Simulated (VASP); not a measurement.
# Pd (I4/mmm) in VASP: further runs

One crystal, Pd, is run at these levels: PBE; tasks: electric field gradients.

All numbers are computed with VASP 6.6.1; they aren't measurements. Logs are shortened: lines on timing, memory, paths and dates and some standing lists are left out, and cuts for length are marked.

### 1 The cell of the first run

It takes space group I4/mmm (No. 139, tetragonal). Conventional cell: a = 2.861 Å, b = 2.861 Å, c = 3.890 Å, α = 90.00°, β = 90.00°, γ = 90.00°. Around Pd (site symmetry 4/mmm) lie 12 Pd at 2.81 to 2.86 Å.

### 2 Electric field gradients, PBE (x and y stretched by +4 %, z held)

The input, INCAR:

```
ALGO     = Normal         # electronic algorithm
EDIFF    = 1E-8           # SCF threshold, eV
ENCUT    = 520            # plane-wave cutoff, eV
GGA      = PE             # functional
ISIF     = 2              # what is computed and relaxed
ISMEAR   = -1             # smearing method
LASPH    = True           # aspherical terms in the spheres
LCHARG   = False          # write CHGCAR
LEFG     = True         
LREAL    = False          # projectors in reciprocal space
LWAVE    = False          # write WAVECAR
NBANDS   = 11             # bands
NELM     = 100            # most SCF steps
PREC     = Accurate       # precision mode
SIGMA    = 0.05           # smearing width, eV
```

The input, KPOINTS:

```
k-points
0
Gamma
  18 18 18
```

The input, POSCAR:

```
Pd
1.0
    0.0000000000      2.0226960000      1.9449000000
    2.0226960000      0.0000000000      1.9449000000
    2.0226960000      2.0226960000      0.0000000000
Pd
1
Direct
    0.0000000000      0.0000000000      0.0000000000
```

Potentials or basis: VASP PAW PBE potentials, release 64 (Pd).

Started as:

```
$ cat potpaw_PBE.64/Pd/POTCAR > POTCAR
$ mpirun -np 1 vasp_std > vasp.out
```

OUTCAR:

```text
EDIFF = 1E-8
   ENCUT = 520
   GGA = PE
   ISIF = 2
   ISMEAR = -1
   LASPH = True
   LREAL = False
   NELM = 100
   PREC = Accurate

 ion  position               nearest neighbor table
   1  0.000  0.000  0.000-

  LATTYP: Found a body centered tetragonal cell.
 ALAT       =     2.8605241158
 C/A-ratio  =     1.3598207331

  Lattice vectors:

 A1 = (   0.0000000000,  -2.0226960000,  -1.9449000000)
 A2 = (   0.0000000000,   2.0226960000,  -1.9449000000)
 A3 = (   2.0226960000,   0.0000000000,   1.9449000000)

Analysis of symmetry for initial positions (statically):
=====================================================================
 Subroutine PRICEL returns:
 Original cell was already a primitive cell.

 Routine SETGRP: Setting up the symmetry group for a
 body centered tetragonal supercell.

 Subroutine GETGRP returns: Found 16 space group operations
 (whereof 16 operations were pure point group operations)
 out of a pool of 16 trial point group operations.

The static configuration has the point symmetry D_4h.

Analysis of symmetry for dynamics (positions and initial velocities):
=====================================================================
 Subroutine PRICEL returns:
 Original cell was already a primitive cell.

 Routine SETGRP: Setting up the symmetry group for a
 body centered tetragonal supercell.

 Subroutine GETGRP returns: Found 16 space group operations
 (whereof 16 operations were pure point group operations)
 out of a pool of 16 trial point group operations.

The dynamic configuration has the point symmetry D_4h.

 Subroutine INISYM returns: Found 16 space group operations
 (whereof 16 operations are pure point group operations),
 and found     1 'primitive' translations

----------------------------------------------------------------------------------------

                                     Primitive cell

  volume of cell :      15.9143

  direct lattice vectors                    reciprocal lattice vectors
     0.000000000  2.022696000  1.944900000    -0.247194833  0.247194833  0.257082626
     2.022696000  0.000000000  1.944900000     0.247194833 -0.247194833  0.257082626
     2.022696000  2.022696000  0.000000000     0.247194833  0.247194833 -0.257082626

  length of vectors
     2.806053299  2.806053299  2.860524116     0.433937839  0.433937839  0.433937839

  position of ions in fractional coordinates (direct lattice)
     0.000000000  0.000000000  0.000000000

  ion indices of the primitive-cell ions
   primitive index   ion index
                 1           1

----------------------------------------------------------------------------------------

 KPOINTS: k-points

Automatic generation of k-mesh.
 Grid dimensions read from file:
 generate k-points for:   18   18   18

 Generating k-lattice:

  Cartesian coordinates                     Fractional coordinates (reciprocal lattice)
    -0.013733046  0.013733046  0.014282368     0.055555556  0.000000000  0.000000000
     0.013733046 -0.013733046  0.014282368     0.000000000  0.055555556  0.000000000
     0.013733046  0.013733046 -0.014282368     0.000000000  0.000000000  0.055555556

  Length of vectors
     0.024107658  0.024107658  0.024107658

  Shift w.r.t. Gamma in fractional coordinates (k-lattice)
     0.000000000  0.000000000  0.000000000

 Subroutine IBZKPT returns following result:
 ===========================================

 Found    480 irreducible k-points:

 Following reciprocal coordinates:
            Coordinates               Weight
  0.000000  0.000000  0.000000      1.000000
  0.055556 -0.000000  0.000000      8.000000
  0.111111 -0.000000  0.000000      8.000000
  0.166667  0.000000  0.000000      8.000000
  0.222222  0.000000  0.000000      8.000000
  0.277778  0.000000  0.000000      8.000000
[... 16 lines left out ...]
 -0.277778  0.055556  0.000000      8.000000
 -0.222222  0.055556  0.000000      8.000000
 [... further k-points ...]
   k-points           NKPTS =    480   k-points in BZ     NKDIM =    480   number of bands    NBANDS=     11
   number of dos      NEDOS =    301   number of ions     NIONS =      1
   total plane-waves  NPLWV =  13824
   dimension x,y,z NGX =    24 NGY =   24 NGZ =   24
   dimension x,y,z NGXF=    48 NGYF=   48 NGZF=   48
   ions per type =               1
   NGX,Y,Z   is equivalent  to a cutoff of  14.22, 14.22, 13.95 a.u.
   NGXF,Y,Z  is equivalent  to a cutoff of  28.44, 28.44, 27.90 a.u.
 SYSTEM =  unknown system
   PREC   = accura    normal or accurate (medium, high low for compatibility)
   ISTART =      0    job   : 0-new  1-cont  2-samecut
   ICHARG =      2    charge: 1-file 2-atom 10-const
   ISPIN  =      1    spin polarized calculation?
   LNONCOLLINEAR =      F non collinear calculations
   LSORBIT =      F    spin-orbit coupling
   LASPH  =      T    aspherical Exc in radial PAW
   ENCUT  =  520.0 eV  38.22 Ry    6.18 a.u.   5.22  5.22  5.32*2*pi/ulx,y,z
   NELM   =    100;   NELMIN=  2; NELMDL= -5     # of ELM steps
   EDIFF  = 0.1E-07   stopping-criterion for ELM
   LREAL  =      F    real-space projection
   EDIFFG = 0.1E-06   stopping-criterion for IOM
   NSW    =      0    number of steps for IOM
   IBRION =     -1    ionic relax: 0-MD 1-quasi-New 2-CG
   NFREE  =      0    steps in history (QN), initial steepest desc. (CG)
   ISIF   =      2    stress and relaxation
   ISYM   =      2    0-nonsym 1-usesym 2-fastsym
   POTIM  = 0.5000    time-step for ionic-motion
   TEBEG  =    0.0;   TEEND  =   0.0 temperature during run
   PSTRESS=    0.0 pullay stress
   NELECT =      10.0000    total number of electrons
   NUPDOWN=      -1.0000    fix difference up-down
   EMIN   =  10.00;   EMAX   =-10.00  energy-range for DOS
   EFERMI =   0.00;   METHOD = LEGACY
   ISMEAR =    -1;   SIGMA  =   0.05  broadening in eV -4-tet -1-fermi 0-gaus
   EFERMI_NEDOS =   21; number of points for ismear=-14 and -15
   IALGO  =     38    algorithm
   IMIX   =      4    mixing-type and parameters
     AMIX     =   0.40;   BMIX     =  1.00
     AMIX_MAG =   1.60;   BMIX_MAG =  1.00
  volume/ion in A,a.u.               =      15.91       107.40
  Fermi-wavevector in a.u.,A,eV,Ry     =   1.402207  2.649786 26.751547  1.966183
  Thomas-Fermi vector in A             =   2.524991
   LORBIT       =      0    0 simple, 1 ext, 2 COOP (PROOUT), +10 PAW based schemes
   GGA     = PE    functional components
   LHFCALC =     F    Hartree Fock is set to
   AEXX    =    0.0000 exact exchange contribution
   IVDW    =     0    specifies the selected vdW correction
   LEPSILON=     F    determine dielectric tensor
   LRPA    =     F    only Hartree local field effects (RPA)
 non-spin polarized calculation
  energy-cutoff  :      520.00
  volume of cell :       15.91
 maximum number of plane-waves:       443
 NGX is ok and might be reduce to    24

 number of electron      10.0000002 magnetization

 Free energy of the ion-electron system (eV)
  ---------------------------------------------------
  ext. energy  EPLUGINS =         0.00000000
  ---------------------------------------------------
  free energy    TOTEN  =        -5.21598264 eV

  energy without entropy =       -5.19621239  energy(sigma->0) =       -5.20609751

 E-fermi :   8.5484     XC(G=0): -12.7153

 val. band max:        8.5466534551   @ k =  -0.3333   0.3889   0.2222
 cond. band min:       8.5508840377   @ k =  -0.3889   0.3889   0.0556
 fundamental gap:      0.0042305826
 Fermi energy:         8.5483630660

 k-point     1 :       0.0000    0.0000    0.0000
  band No.  band energies     occupation
      1       1.9865      2.00000
      2       5.9395      2.00000
      3       5.9395      2.00000
      4       6.2603      2.00000
      5       7.2926      2.00000
      6       7.6165      2.00000
      7      25.7064      0.00000
      8      29.7612      0.00000
      9      29.7612      0.00000
     10      30.5761      0.00000
     11      34.8131      0.00000

 k-point     2 :       0.0556   -0.0000    0.0000
  band No.  band energies     occupation
      1       2.0919      2.00000
      2       5.9293      2.00000
      3       5.9746      2.00000
      4       6.2702      2.00000
      5       7.2810      2.00000
      6       7.5962      2.00000
      7      25.7998      0.00000
      8      29.1905      0.00000
      9      29.8677      0.00000
     10      30.4820      0.00000
     11      35.0891      0.00000
[... 295 lines left out ...]
 k-point    24 :      -0.2222    0.0556    0.0000
  band No.  band energies     occupation
      1       3.6053      2.00000
      2       5.8392      2.00000
      3       6.2314      2.00000
      4       6.4722      2.00000
      5       7.3052      2.00000
      6       7.8703      2.00000
      7      22.9318      0.00000
      8      26.6174      0.00000
      9      29.9720      0.00000
     10      32.2990      0.00000
     11      32.3233      0.00000

 [... further k-points ...]
[... 5 lines left out ...]
  --------------------------------------------------------------------------------------
  -------------------------------------------------------------------------------------
  Total       -0.6342009     -0.6342009     -0.4982881      0.0000000     -0.0000000      0.0000000
  in kB      -63.8482439    -63.8482439    -50.1652032      0.0000000     -0.0000000      0.0000000
  external PRESSURE =     -59.2872303 kB  Pullay stress =       0.0000000 kB

 VOLUME and BASIS-vectors are now :
 -----------------------------------------------------------------------------
  energy-cutoff  :      520.00
  volume of cell :       15.91
      direct lattice vectors                 reciprocal lattice vectors
     0.000000000  2.022696000  1.944900000    -0.247194833  0.247194833  0.257082626
     2.022696000  0.000000000  1.944900000     0.247194833 -0.247194833  0.257082626
     2.022696000  2.022696000  0.000000000     0.247194833  0.247194833 -0.257082626

 POSITION                                       TOTAL-FORCE (eV/Angst)
 -----------------------------------------------------------------------------------
      0.00000      0.00000      0.00000        -0.000000      0.000000      0.000000
 -----------------------------------------------------------------------------------
    total drift:                               -0.000000      0.000000     -0.000000

  FREE ENERGIE OF THE ION-ELECTRON SYSTEM (eV)
  ---------------------------------------------------
  free  energy   TOTEN  =        -5.2159826365 eV

  energy  without entropy=       -5.1962123857  energy(sigma->0) =       -5.20609751

 Electric field gradients (V/A^2)
---------------------------------------------------------------------
 ion       V_xx      V_yy      V_zz      V_xy      V_xz      V_yz
---------------------------------------------------------------------
   1      -2.888    -2.888     5.775     0.000     0.000     0.000
---------------------------------------------------------------------

 Electric field gradients after diagonalization (V/A^2)
 (convention: |V_zz| > |V_xx| > |V_yy|)
----------------------------------------------------------------------
 ion       V_xx      V_yy      V_zz     asymmetry (V_yy - V_xx)/ V_zz
----------------------------------------------------------------------
   1      -2.888    -2.887     5.775       0.000
----------------------------------------------------------------------

           NMR quadrupolar parameters

 Cq : quadrupolar parameter    Cq=e*Q*V_zz/h
 eta: asymmetry parameters     (V_yy - V_xx)/ V_zz
 Q  : nuclear electric quadrupole moment in mb (millibarn)
----------------------------------------------------------------------
 ion       Cq(MHz)       eta       Q (mb)
----------------------------------------------------------------------
   1       0.014       0.000       1.000
----------------------------------------------------------------------
```

Wall time 88 s (1 thread of AMD EPYC 7R13 (Zen 3), shared host); peak memory 0.18 GiB.

What came out:

```
Free energy            : -5.2160 eV
Pressure               : -5.9 GPa
Band gap on the k mesh : none (metal or under the smearing width)
```

Stress tensor (GPa, compression positive):
```
-6.38  0.00  0.00
 0.00 -6.38  0.00
 0.00  0.00 -5.02
```

Levels at points of the mesh, in eV from the Fermi level:
| k point | band 2 | band 3 | band 4 | band 5 | band 6 | band 7 | band 8 | band 9 |
| --- | --- | --- | --- | --- | --- | --- | --- | --- |
| (0.00, 0.00, 0.00) | -2.61 | -2.61 | -2.29 | -1.26 | -0.93 | 17.16 | 21.21 | 21.21 |
| (0.50, 0.00, 0.00) | -2.70 | -2.39 | -0.10 | 0.05 | 1.19 | 6.75 | 16.42 | 19.94 |
| (0.50, 0.50, 0.00) | -4.52 | -0.05 | 0.26 | 0.26 | 3.86 | 10.70 | 12.33 | 12.33 |
| (0.50, 0.00, 0.50) | -4.51 | -0.06 | 0.13 | 0.35 | 3.13 | 9.68 | 12.96 | 13.14 |

Electric field gradients, principal values (V/Å²):
```
atom     Vxx     Vyy    Vzz
1 Pd  -2.887  -2.888  5.775
```

[end of part 1 of 2]
